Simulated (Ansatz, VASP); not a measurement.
**Two plane-wave programs on Mo**

```
Mo
1.0
     2.71934    0.00000    0.00000
    -1.35967    2.35502    0.00000
     0.00000    0.00000    4.78446
Mo
2
Direct
  0.33333 0.66667 0.25000
  0.66667 0.33333 0.75000
```

Alike in both runs: task single point; functional LDA; k mesh 15 × 15 × 8; occupations fermi-dirac, width 0.1 eV; no spin polarisation.

```csv
,VASP,Ansatz
version,VASP 6.6.1,Ansatz 0.2.0
potentials or method,"VASP PAW LDA potentials, release 64 (Mo_sv)","plane waves (420 eV) with PAW, scalar-relativistic"
plane-wave cutoff (eV),520,420
valence electrons in the cell,28,28
```

VASP gave:

```
pressure (GPa)                                  : 1.2
largest component of the traceless stress (GPa) : 0.09
```

Question: What did Ansatz give for the same quantities?

Answer: Pressure (GPa): 0.1; largest component of the traceless stress (GPa): 0.27.

Ansatz warned: «pseudo_functional_mismatch».
